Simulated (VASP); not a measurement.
A run of VASP 6.6.1 is set up as follows.

File INCAR:

```
ALGO = Normal
EDIFF = 1E-7
ENCUT = 520
GGA = PE
ISIF = 2
ISMEAR = -1
LASPH = True
LCHARG = False
LREAL = False
LWAVE = False
NBANDS = 10
NELM = 60
PREC = Accurate
SIGMA = 0.05
```

Contents of KPOINTS:

```
k-points
0
Gamma
  6 6 6
```

POSCAR

```
Cs
1.0
    0.0920810400      3.8522841600      3.9745477000
    4.0358804500      0.0527290300      4.0138997100
    4.0636887500      3.9194444700      0.0249207300
Cs
1
Direct
    0.0000000000      0.0000000000      0.0000000000
```

Potentials or basis: VASP PAW PBE potentials, release 64 (Cs_sv).

Run with:

```console
$ cat potpaw_PBE.64/Cs_sv/POTCAR > POTCAR
$ mpirun -np 1 vasp_std > vasp.out
```

Predict the pressure.

-0.1 GPa.

Predict the band gap on the k mesh.

none (metal or under the smearing width).

Spin-orbit coupling is left out, which matters for the levels of Cs.
